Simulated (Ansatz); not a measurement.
# MoP: energy and pressure over a range of volumes, part 2 of 2

Aim: scale the cell of MoP up and down at fixed shape and fractional positions, and get the equilibrium volume and bulk modulus with LAPW, PAW and all-electron datasets made for the crystal.

Ansatz 0.2.0; DFT PBE; a database cell (COD). «Crystal datasets» are all-electron PAW datasets made for this crystal.

## Step 10: Volume × 1.04, PAW

Input file input.yaml:

```yaml
crystal:
  lattice:
    - [3.2654128127, 0.0, 0.0]
    - [-1.6327064064, 2.8279304496, 0.0]
    - [0.0, 0.0, 3.2329916576]
  atoms:
    - { symbol: Mo, position: [0.0, 0.0, 0.0] }
    - { symbol: P, position: [0.3333333333, 0.6666666667, 0.5] }
kpoints:
  mp_grid: { grid: [15, 15, 13] }
scf:
  occupations: { method: fermi_dirac, width: 0.08 }
hamiltonian:
  xc: pbe
  pseudopotentials: { kind: paw }
output:
  forces: true
  stress: true
  eigenvalues: true
  efg: { contact_densities: true }
```

Started as:

```
$ ansatz run input.yaml --threads 1 --pin off --max-ram 2048MiB --backend cpu --events-out ev --progress --plain --runs-dir out
```

Standard output, shortened:

```text
Mo: output.efg is read without spin–orbit coupling, which moves field gradients at and beside such atoms by some per cent and up to a factor of two; PAW files take it under magnetization.noncollinear and magnetization.spin_orbit
[...]
Pseudopotentials: kind: paw
Pseudopotential: Mo, paw, valence charge 14, recommended cutoff 420 eV (normal)
Pseudopotential: P, paw, valence charge 5, recommended cutoff 420 eV (normal)
Functional definition: PBE
[...]
Crystal: 2 atoms, lattice volume = 29.855 Å³
Basis set: ecut = 420 eV, 611 PW (Γ), exchange–correlation on 48×48×48 points (8 copies of the dense FFT grid, shifted against one another)
Bands: 14, of which v1, the nominal top of the filled ones, is band 10 counted from 1 (9 counted from 0)
Symmetry: 12 space group operations
Space group: P-6m2 (ITA 187), of the structure as read, at distance tolerance 3.1e-5 Å
[...]
--- Forces (eV/Å), atoms counted from 1 ---
  atom   1  Mo    -0.00000000     0.00000000     0.00000000
  atom   2  P     -0.00000000     0.00000000     0.00000000
[...]
--- Stress (GPa, compression-positive) ---
       -4.812665      -0.000000      -0.000000
       -0.000000      -4.812665      -0.000000
       -0.000000      -0.000000      -7.509649
  P = ⅓ Tr σ = -5.7117 GPa (-57.117 kbar)
--- PAW observables at the nuclei: V_zz in 10²¹ V/m², potentials from the cell's mean, atoms counted from 1 ---
  atom   1  Mo V_zz =    +0.461035   η = 0.0000   by run symmetry: allowed
            electrostatic potential = -6357.502528 V   contact ρ = 595244.810386 e/Å³
  atom   2  P  V_zz =    -0.586368   η = 0.0000   by run symmetry: allowed
            electrostatic potential = -1502.970129 V   contact ρ = 16018.241932 e/Å³
--- Band table (eV; the first three rows and the last of 189) ---
  k-point 0: bands = ["-44.7668", "-18.9064", "-18.7103", "-18.7103", "2.8041", "12.5208", "13.2982", "13.2982", "15.7186", "16.7134", "16.7134", "20.4047", "20.4047", "21.8703"]
[...]
```

Wall time 5.1 s (1 thread of Intel Xeon Platinum 8488C (Sapphire Rapids), shared host); peak memory 0.49 GiB.

This run gives: pressure -5.71 GPa; no gap; Vzz Mo1 0.46 (η = 0.00), P2 -0.59 (η = 0.00) (10²¹ V/m²).

## Step 11: Volume × 1.04, crystal datasets

input.yaml: that of step 10 with these lines changed.

```diff
@@ -14,3 +14,3 @@
   xc: pbe
-  pseudopotentials: { kind: paw }
+  pseudopotentials: { kind: all_electron, datasets: crystal }
 output:
```

Started as:

```
$ ansatz run input.yaml --threads 1 --pin off --max-ram 2048MiB --backend cpu --events-out ev --progress --plain --runs-dir out
```

Standard output, shortened:

```text
[...]
band count auto-derived: 11 (N_el = 11.0; filled up to band 6; 10 by the electrons, moments and atoms)
Mo: output.efg is read without spin–orbit coupling, which moves field gradients at and beside such atoms by some per cent and up to a factor of two; PAW files take it under magnetization.noncollinear and magnetization.spin_orbit
[...]
Pseudopotentials: kind: all_electron
Pseudopotential: Mo, paw, valence charge 14, recommended cutoff 300 eV (normal), Koelling and Harmon's equation, gaussian nucleus
Pseudopotential: P, paw, valence charge 5, recommended cutoff 300 eV (normal), Koelling and Harmon's equation, gaussian nucleus
Functional definition: PBE
[...]
Crystal: 2 atoms, lattice volume = 29.855 Å³
Basis set: ecut = 300 eV, 351 PW (Γ), exchange–correlation on 40×40×40 points (8 copies of the dense FFT grid, shifted against one another)
[...]
--- Forces (eV/Å), atoms counted from 1 ---
  atom   1  Mo    -0.00000000     0.00000000     0.00000000
  atom   2  P     -0.00000000     0.00000000     0.00000000
[...]
--- Stress (GPa, compression-positive) ---
       -4.791619       0.000000      -0.000000
       -0.000000      -4.791619      -0.000000
       -0.000000      -0.000000      -7.469562
  P = ⅓ Tr σ = -5.6843 GPa (-56.843 kbar)
  It holds what live shells' own plane waves past their cutoff add
--- PAW observables at the nuclei: V_zz in 10²¹ V/m², potentials from the cell's mean, atoms counted from 1 ---
  atom   1  Mo V_zz =    +0.423785   η = 0.0000   by run symmetry: allowed
            electrostatic potential = -6357.605171 V   contact ρ = 595298.933633 e/Å³
  atom   2  P  V_zz =    -0.609259   η = 0.0000   by run symmetry: allowed
            electrostatic potential = -1502.862670 V   contact ρ = 16031.193352 e/Å³
--- Band table (eV; the first three rows and the last of 189) ---
  k-point 0: bands = ["4.6865", "14.4040", "15.1812", "15.1812", "17.5998", "18.5976", "18.5976", "22.2874", "22.2874"]
[...]
```

It took 15 s on 1 thread of Intel Xeon Platinum 8488C (Sapphire Rapids), shared host; peak memory 0.65 GiB.

Result: pressure -5.68 GPa; no gap; Vzz Mo1 0.42 (η = 0.00), P2 -0.61 (η = 0.00) (10²¹ V/m²).

## Step 12: Fits

The rows at scale 1 come from earlier runs of the unscaled cell with the same settings.

| method | volume (Å³/atom) | F above the lowest (meV/atom) | pressure (GPa) | Vzz Mo1 (10²¹ V/m²) | Vzz P2 (10²¹ V/m²) |
| --- | --- | --- | --- | --- | --- |
| LAPW | 13.779 | 28.9 | 13.26 | – | – |
| LAPW | 14.066 | 10.2 | 7.73 | – | – |
| LAPW | 14.353 | 0.9 | 2.77 | – | – |
| LAPW | 14.640 | 0.0 | -1.69 | – | – |
| LAPW | 14.927 | 6.7 | -5.69 | – | – |
| PAW | 13.779 | 28.8 | 13.24 | -0.12 | -0.65 |
| PAW | 14.066 | 10.1 | 7.71 | 0.04 | -0.64 |
| PAW | 14.353 | 0.9 | 2.75 | 0.18 | -0.62 |
| PAW | 14.640 | 0.0 | -1.71 | 0.33 | -0.60 |
| PAW | 14.927 | 6.7 | -5.71 | 0.46 | -0.59 |
| crystal datasets | 13.779 | – | 13.26 | -0.17 | -0.68 |
| crystal datasets | 14.353 | – | 2.77 | 0.14 | -0.64 |
| crystal datasets | 14.927 | – | -5.68 | 0.42 | -0.61 |

## Step 13: Summary of results

This closing draws on all 2 parts.

| quantity | value |
| --- | --- |
| equilibrium volume (LAPW) | 14.528 Å³/atom |
| bulk modulus (LAPW) | 223 GPa |
| its pressure derivative (LAPW) | 4.4 |
| equilibrium volume (PAW) | 14.527 Å³/atom |
| bulk modulus (PAW) | 223 GPa |
| its pressure derivative (PAW) | 4.4 |

In words: A third-order Birch-Murnaghan fit to the LAPW pressures puts zero pressure at 14.53 Å³/atom, +1.2 % from the given cell, with a bulk modulus of 223 GPa. Shape and positions are held, so a fully relaxed modulus can be lower. PAW's volume lies -0.01 % and its modulus less than 0.1 % from LAPW's. No thermal or zero-point expansion is included.
